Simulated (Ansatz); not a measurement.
The system is MnO2.

```xyz
3
Lattice="2.8566 0.0000 0.0000 -1.4283 2.4739 0.0000 0.0000 0.0000 4.6014" Properties=species:S:1:pos:R:3 pbc="T T T"
Mn    0.0000    0.0000    2.3007
O     0.0000    1.6492    3.2499
O     1.4283    0.8246    1.3515
```

Measurements of this composition are mostly on another form, of space group No. 136.

Base run:

| Quantity | Value |
| --- | --- |
| Program | Ansatz 0.2.0 |
| Functional | BLYP |
| Potentials or basis | Ansatz PAW |
| Cutoff | 420 eV |
| Density cutoff | 1680 eV |
| k mesh | 11 × 11 × 6 |
| Occupations | fermi-dirac, width 0.05 eV |
| Spin | collinear spin, ferromagnetic start |
| Starting moments | [4.0, 0.0, 0.0] μB |

Its results: band gap on the k mesh 0.72 eV, indirect (least direct gap 0.77 eV); pressure 10.1 GPa; net moment 3.00 μB per cell; site moments Mn +2.47; O +0.07 μB; largest force 0.454 eV/Å.

Question: The run is repeated on the same cell with these changes: functional from BLYP to LDA. What comes out?

Answer: Band gap on the k mesh 0.44 eV, indirect (least direct gap 0.49 eV); pressure -8.9 GPa; net moment 3.00 μB per cell; site moments Mn +2.47; O +0.06 μB; largest force 0.553 eV/Å.

LDA binds more tightly than BLYP, so the same cell stands under less pressure.

Caveats: a cell with one magnetic atom can't hold antiferromagnetic order, which such compounds often take; the PAW data sets come from PBE, with cores solved anew for the run's functional, which leaves a small shift of forces and pressure; the potentials were made for another functional, which shifts forces and pressure (some runs).

Not every run made on this cell is shown here.
